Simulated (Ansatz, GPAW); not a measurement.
**Li: programs and potentials compared**

```
CELL_PARAMETERS angstrom
-1.75465 1.75465 1.75465
1.75465 -1.75465 1.75465
1.75465 1.75465 -1.75465
ATOMIC_POSITIONS crystal
Li 0.00000 0.00000 0.00000
```

Alike in all runs: task single point; functional PBE; k mesh 11 × 11 × 11; occupations gaussian, width 0.024 eV; no spin polarisation; no spin-orbit coupling. Pressure is positive in compression and, in plane waves, holds the error of the finite cutoff, which Ansatz's Pulay term estimates and takes out.

```tsv
program and potentials	plane-wave cutoff (eV)	notes	pressure (GPa)
Ansatz, Ansatz PAW	420	3 valence electrons an atom on average	?
GPAW, GPAW PAW data sets (gpaw-data 1.2.1)	800	1 valence electrons an atom on average	-0.79
Ansatz, all-electron LAPW, scalar-relativistic	-	-	-0.80
```

Question: Estimate from the other rows what the run with Ansatz, Ansatz PAW gave.

Answer: Pressure -0.81 GPa. The other rows, which needn't bracket it: pressure -0.80 to -0.79.
